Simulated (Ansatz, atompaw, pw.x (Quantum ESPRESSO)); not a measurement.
## Mo (Z = 42): one change to the PAW (atompaw) potential, in the atom and in the fcc crystal

Mo, PAW, made with atompaw 4.2.0.5 (PBE, scalar-relativistic). Core [Ar] 3d10, reference 4s2 4p6 4d5 5s0.5 5p0.5. Waves: 4s (bound): rc 1.95 bohr; 5s (bound): rc 2.70 bohr; 4p (bound): rc 2.10 bohr; 5p (bound): rc 2.70 bohr; 4d (bound): rc 2.70 bohr; 4d channel at 3.85 Ry: rc 2.70 bohr. Local part: bessel scheme, radius 2.45 bohr. Core correction: smooth core density matched at 1.50 bohr. Augmentation charge: sinc compensation charge, radius 2.45 bohr; PAW radius 2.70 bohr; waves and projectors: custom rrkj gramschmidtortho.

Change: all radii scaled by about 0.77 (s 1.50, p 1.62, d 2.08 bohr); local potential bessel scheme, radius 1.88 bohr; augmentation sinc compensation charge, radius 1.88 bohr; PAW radius 2.08 bohr; waves and projectors: custom rrkj gramschmidtortho; core correction smooth core density matched at 1.16 bohr.

Cutoffs, loose and tight: the cutoffs (Ry, on a coarse ladder) from which the occupation-weighted sum of valence levels, in a spherical-Bessel basis at the reference potential, stays within 10 and 1 mRy of its value at 400 Ry. They see the waves, projectors and local potential, not the compensation charge or the core.

Crystal test: fcc Mo in pw.x 7.5, no spin, 14³ k-points, Fermi–Dirac smearing 0.01 Ry, cutoffs set for each file from its atomic test. The reference is all-electron LAPW (Ansatz 0.2.0) with the same functional, mesh and smearing; V0 and B0 come from Birch–Murnaghan fits to the pressures at five volumes. Errors are pseudo minus all-electron; Δ is the rms difference of the E(V) curves that follow from these fits, minima aligned, over ±6 % about the mean V0. Mesh and smearing are coarse, so the numbers serve the comparison and aren't converged zero-temperature values; the lattice is a test structure that the element need not adopt.

All-electron: a0 = 4.005 Å (V0 = 16.06 Å³/atom), B0 = 235.3 GPa.

**Question.** Does the change bring the crystal closer to the all-electron result?

**Answer.** The mean pressure error goes from +18.41 to +2.21 GPa, so the change moves the solid closer to the all-electron pressures.

| quantity | base | changed |
| --- | --- | --- |
| outcome (atom) | generated | generated |
| cutoff, loose (atom) | 18 Ry | 30 Ry |
| cutoff, tight (atom) | 35 Ry | 55 Ry |
| bound ghosts (atom) | none | none |
| cutoffs in pw.x (Ry) | 45/450 | 70/700 |
| a0 (Å) | – | 4.017 |
| a0 error (%) | – | +0.30 |
| B0 error (%) | – | +0.5 |
| Δ (meV/atom) | – | 7.5 |
| mean pressure error (GPa) | +18.41 | +2.21 |

A dash: not determined, or the minimum lies outside the volumes sampled.

Base: This is a poor potential for the solid.
